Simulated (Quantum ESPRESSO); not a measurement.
Runs of Quantum ESPRESSO 7.5 on Si2Mo. Symmetry: I4/mmm, No. 139, tetragonal system. Conventional cell: a = 3.200 Å, b = 3.200 Å, c = 7.861 Å, α = 90.00°, β = 90.00°, γ = 90.00°. Mo (site symmetry 4/mmm) is surrounded by 10 Si at 2.62 Å. Si (site symmetry 4mm) has 5 Si at 2.61 to 2.63 Å and 5 Mo at 2.62 Å as nearest neighbours. 

```tsv
task	level	potentials or basis	cell	k mesh	cutoff (eV)	smearing	SCF threshold	iterations	symmetry	form of the LDA correlation	mesh quality	gap on the mesh (eV)	pressure (GPa)	V0 of scaled cells (Å³/atom)	B0 (GPa)	largest force (eV/Å)
single point	PBE	SSSP 1.3 efficiency PBE	as given	12 × 12 × 12	816	fermi-dirac 0.05 eV	6e-10 Ry	-	-	-	not flagged	none	2.1	-	-	0.28
energy-loss spectrum	PBEsol	PseudoDojo 0.4.1 SR PBEsol standard	as given	4 × 4 × 4, shifted	1088	cold 0.2 eV	6e-10 Ry	200	-	-	coarse	none	-2.2	-	-	(b)
equation of state	PBEsol	GBRV 1.5 PBEsol	as given	12 × 12 × 12	612	fermi-dirac 0.05 eV	6e-10 Ry	-	-	-	not flagged	-	-	(a)	223	-
band structure	r2SCAN	SG15 PBE 1.2	as given	9 × 9 × 9	952	fermi-dirac 0.05 eV	1e-08 Ry	-	off	-	coarse	none	-0.3	-	-	0.42
band structure	PBEsol	GBRV 1.5 PBEsol	as given	12 × 12 × 12	612	fermi-dirac 0.05 eV	6e-10 Ry	-	-	-	not flagged	none	-3.1	-	-	0.33
phonons	LDA	GBRV 1.5 LDA	relaxed	8 × 8 × 8	612	cold 0.272 eV	6e-10 Ry	-	-	PZ81	coarse	none	0.0	-	-	-
energy-loss spectrum	PBEsol	PseudoDojo 0.4 SR PBEsol stringent	as given	5 × 5 × 5	1088	cold 0.272 eV	6e-10 Ry	200	-	-	coarse	none	-2.7	-	-	0.29
equation of state	r2SCAN	SG15 PBE 1.2	as given	5 × 5 × 5	952	fermi-dirac 0.05 eV	1e-08 Ry	-	off	-	coarse	-	-	13.40	219	-
```

Alike in all rows: no spin polarisation.

Question: Estimate the missing entries.

Answer: (a) 13.24; (b) 0.19.

Caveats: some runs use coarse meshes; the Lanczos chain is short for so many electrons, so humps in the spectrum may be artefacts (some runs); the cell was scaled at fixed shape and fractional positions, which overstates the stiffness of a crystal with free parameters, most of all of layers and chains (some runs); the potentials were made for another functional, which shifts forces and pressure (some runs).

A k mesh can miss the band edges, and the runs leave out spin-orbit coupling on Mo.

A gap of «none» marks a metal or a gap under the smearing width.

Not every run made on this cell is shown here.
